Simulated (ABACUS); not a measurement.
A run of ABACUS 3.10.1 is set up as follows.

Contents of INPUT:

```
INPUT_PARAMETERS
suffix              MnO
calculation         scf
basis_type          pw
pseudo_dir          ./
symmetry            1
dft_functional      pbe
ecutwfc             97
pseudo_rcut         10
nspin               2
nbands              30
ks_solver           dav
smearing_method     fd
smearing_sigma      0.00367493
scf_thr             1e-08
scf_nmax            100
mixing_type         broyden
mixing_beta         0.4
cal_force           1
cal_stress          1
kpar                4
```

Contents of STRU:

```
ATOMIC_SPECIES
Mn 54.9380 Mn.upf
O 15.9990 O.upf

LATTICE_CONSTANT
1.8897261246

LATTICE_VECTORS
3.3717000000 0.0000000000 0.0000000000
-1.6858500000 2.9199778539 0.0000000000
0.0000000000 0.0000000000 5.3855000000

ATOMIC_POSITIONS
Direct

Mn
0.0
2
0.6666666667 0.3333333333 0.5109600000 1 1 1 mag 4
0.3333333333 0.6666666667 0.0109600000 1 1 1 mag 4

O
0.0
2
0.6666666667 0.3333333333 0.8754700000 1 1 1 mag 0
0.3333333333 0.6666666667 0.3754700000 1 1 1 mag 0
```

KPT

```
K_POINTS
0
Gamma
9 9 5 0 0 0
```

Potentials or basis: PseudoDojo NC SR 0.4.1 PBE standard, plane waves.

The run is started by

```sh
$ OMP_NUM_THREADS=1 mpirun -np 4 abacus > log
```

Predict the absolute moment.

10.00 μB per cell.

What does it give for the pressure?

6.0 GPa.

Predict the largest force.

0.651 eV/Å.

Estimate the band gap on the k mesh.

none (metal or under the smearing width).

Stress tensor (GPa, compression positive):
```
 3.32  0.00  0.00
 0.00  3.32  0.00
 0.00  0.00 11.38
```

Caveat: semilocal functionals often make such compounds metallic where correlation or magnetic order opens a gap, which also shifts bond lengths; only a ferromagnetic start was run, and an antiferromagnetic order may lie lower in energy. With open d or f shells a metallic result of PBE can be an artefact of self-interaction; +U or a hybrid may open a gap.
